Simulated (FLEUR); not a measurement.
## ZrB2: single point with PBEsol

The system is ZrB2.

```
Zr B
1.0
     3.17000    0.00000    0.00000
    -1.58500    2.74530    0.00000
     0.00000    0.00000    3.53300
Zr B
1 2
Direct
  0.00055 0.02110 0.99126
  0.65467 0.33004 0.49578
  0.34214 0.66506 0.51411
```

The cell isn't the ideal one: atoms moved at random, drawn with an rms of 0.05 Å.

- Program: FLEUR MaX-R8.1 (later development tree)
- Task: single point
- Functional: PBEsol
- Potentials or basis: all-electron
- Basis: FLAPW
- Kmax: 4.65 1/bohr
- k mesh: 10 × 10 × 8
- Occupations: fermi-dirac, width 0.05 eV
- Spin: no spin polarisation
- Gmax: 14.4 1/bohr
- Muffin-tin radii: Zr 2.66, B 1.55 bohr
- lmax: Zr 10, B 8
- lnonsphr: Zr 10, B 8
- Local orbitals a species: Zr 5, B 3
- Max iterations: 60
- Mixing factor: 0.05
- Mixer: Anderson
- Mixer history: 15
- Density convergence: 1e-05 me/bohr^3

```
Largest force                                         : 1.243 eV/Å
Band gap on the k mesh                                : none (metal or under the smearing width)
Valence electrons inside the program's atomic spheres : Zr 10.45; B 1.42, 1.43 (radii Zr 2.66, B 1.55 bohr)
```

Forces on the atoms (eV/Å):
```
Zr   0.374 -0.833  0.676
B    0.536  0.396  0.048
B   -0.910  0.437 -0.725
```

Levels at points of the mesh, in eV from the Fermi level:
```csv
k point,band 6,band 7,band 8,band 9,band 10,band 11,band 12,band 13
"(0.00, 0.00, 0.00)",-2.78,-2.69,-2.29,-2.07,3.36,3.50,3.88,4.41
"(0.00, 0.00, 0.50)",-6.88,-1.30,-0.58,0.22,0.66,0.86,0.95,1.91
"(0.00, 0.50, 0.00)",-8.36,-3.81,-2.99,-2.55,2.18,2.51,5.02,5.10
"(0.00, 0.50, 0.50)",-6.88,-4.49,-4.07,-1.88,3.77,4.14,5.40,6.28
"(0.50, 0.00, 0.00)",-8.45,-3.96,-3.30,-2.42,2.10,2.96,5.04,5.16
"(0.50, 0.00, 0.50)",-6.66,-4.56,-3.93,-2.02,3.79,4.00,5.40,6.32
"(0.50, 0.50, 0.00)",-8.27,-3.68,-2.95,-2.46,1.95,2.49,5.00,5.04
"(0.50, 0.50, 0.50)",-7.06,-4.45,-4.17,-1.76,3.73,4.22,5.40,6.30
```

Core levels (eV from the Fermi level):
```csv
atom,levels
1 Zr,"1s1/2 -17799.2, 2s1/2 -2460.5, 2p1/2 -2252.2, 2p3/2 -2166.4, 3s1/2 -397.7, 3p1/2 -320.2, 3p3/2 -306.5, 3d3/2 -169.8, 3d5/2 -167.3"
2 B,1s1/2 -172.1
3 B,1s1/2 -172.1
```

Wall time 11 min on 4 MPI ranks on Arm Neoverse V1 (shared host).
